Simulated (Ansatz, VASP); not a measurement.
TiPt3 in VASP and in Ansatz

Contents of INCAR:

```
SYSTEM = TiPt3
  PREC = Accurate
  ENCUT = 600
  EDIFF = 1E-6
  ISMEAR = 0
  SIGMA = 0.1
  LREAL = .False.
  LASPH = .True.
  NELM = 100
  ALGO = Fast
  ISIF = 3
  LWAVE = .False.
  LCHARG = .False.
  GGA = PE
  IVDW = 12
  IBRION = 2
  NSW = 90
  EDIFFG = -0.04
```

The input KPOINTS:

```
Automatic mesh
0
Gamma
  4 4 4
  0 0 0
```

Contents of POSCAR:

```
TiPt3
1.0
    3.9245255000      0.0000000000      0.0000000000
    0.0000000000      3.9245255000      0.0000000000
    0.0000000000      0.0000000000      3.9245255000
Ti Pt
1 3
Direct
    0.0000000000      0.0000000000      0.0000000000
    0.5000000000      0.5000000000      0.0000000000
    0.5000000000      0.0000000000      0.5000000000
    0.0000000000      0.5000000000      0.5000000000
```

Input for Ansatz:

```yaml
crystal:
  lattice:
    - [3.9245255, 0.0, 0.0]
    - [0.0, 3.9245255, 0.0]
    - [0.0, 0.0, 3.9245255]
  atoms:
    - { symbol: Ti, position: [0.0, 0.0, 0.0] }
    - { symbol: Pt, position: [0.5, 0.5, 0.0] }
    - { symbol: Pt, position: [0.5, 0.0, 0.5] }
    - { symbol: Pt, position: [0.0, 0.5, 0.5] }
basis:
  ecutwfc: 420
kpoints:
  mp_grid: { grid: [4, 4, 4] }
hamiltonian:
  xc: pbe
  dispersion: d3bj
scf:
  occupations: { method: gaussian, width: 0.1 }
  lower_state_search: "off"
output:
  forces: true
  stress: true
  eigenvalues: true
relax:
  adjacent_minimum: "off"
  f_tol: 0.04
  max_steps: 70
  cell: { stress_tol: 0.4 }
```

Alike in both runs: task relaxation of cell and atoms; functional PBE; dispersion D3(BJ); k mesh 4 × 4 × 4; occupations gaussian, width 0.1 eV; no spin polarisation.

|  | VASP | Ansatz |
| --- | --- | --- |
| version | VASP 6.6.1 | Ansatz 0.2.0 |
| potentials or method | VASP PAW PBE potentials, release 64 (Ti_sv, Pt) | scalar-relativistic, plane waves, PAW |
| plane-wave cutoff (eV) | 600 | 420 |
| valence electrons in the cell | 42 | 66 |

Ansatz gave:

```
gap on the k mesh at the Fermi level, each at its own relaxed structure (eV) : none
relaxed volume (Å³/atom)                                                     : 14.88
relaxed cell length with the largest relative difference (Å)                 : 3.904
energy change over the relaxation (meV/atom)                                 : -3
```

Problem. Which values does VASP return?

Solution. gap on the k mesh at the Fermi level, each at its own relaxed structure (eV): none; relaxed volume (Å³/atom): 14.85; relaxed cell length with the largest relative difference (Å): 3.902; energy change over the relaxation (meV/atom): -4.

A gap of «none» marks a metal or a gap that the smearing closes. The two sets of potentials don't hold the same shells in valence.

Caveats: the k mesh is coarse (spacing up to 0.40 Å⁻¹), so the values aren't converged; pairwise dispersion overbinds metals, which lowers pressure and volume. The runs have no spin-orbit coupling, so splittings on Pt are missing.
